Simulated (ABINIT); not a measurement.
# PbS (Galena) in ABINIT: convergence with pawecutdg

Input of the first run (pawecutdg 22 Ha); the others differ in this setting and in those tied to it:

File run.abi:

```
pp_dirpath "./"
pseudos "Pb.GGA_PBE-JTH.xml, S.GGA_PBE-JTH.xml"

acell 3*1.0
rprim
     0.0000000000     5.6044552541     5.6044552541
     5.6044552541     0.0000000000     5.6044552541
     5.6044552541     5.6044552541     0.0000000000
ntypat 2
znucl 82 16
natom 2
typat 1 2
xred
     0.0000000000     0.0000000000     0.0000000000
     0.5000000000     0.5000000000     0.5000000000

ecut 22.0
pawecutdg 22.0
pawxcdev 0

kptopt 1
ngkpt 8 8 8
nshiftk 1
shiftk 0.0 0.0 0.0

ixc 15

nband 14
occopt 7
tsmear 0.05 eV

nstep 100
tolvrs 1.0e-9

iomode 3
prtwf 0
prtden 0
prteig 0
prtebands 0
```

Potentials or basis: JTH PAW PBE v2.0.

Launch:

```console
$ abinit run.abi > log 2>&1
```

Hardware: 1 thread of Intel(R) Xeon(R) Platinum 8259CL CPU @ 2.50GHz (Skylake/Cascade Lake), with other jobs on the host.

| pawecutdg | energy less the tightest run, at zero smearing (meV/atom) | pressure (GPa) | SCF cycles | CPU time (s) | peak memory (GiB) |
| --- | --- | --- | --- | --- | --- |
| 22 Ha | -1.03 | 4.31 | 17 | 46 | 0.12 |
| 26.4 | 0.00 | 4.21 | 18 | 49 | 0.12 |
| 33 | -0.09 | 4.21 | 18 | 50 | 0.13 |
| 39.6 | 0.05 | 4.20 | 18 | 49 | 0.13 |
| 48.4 | 0.02 | 4.23 | 18 | 50 | 0.13 |
| 59.4 | 0.04 | 4.22 | 18 | 50 | 0.16 |
| 72.6 | 0.00 | 4.22 | 18 | 51 | 0.17 |

Against the tightest run, the energy stays within 1 meV/atom from 26.4 on; the pressure stays within 0.1 GPa from 22 Ha on. The tightest run that finished is the yardstick and may itself not be fully converged.

Caveat, for the tightest run too: the PAW data sets were made with another functional, which shifts forces and pressure a little.
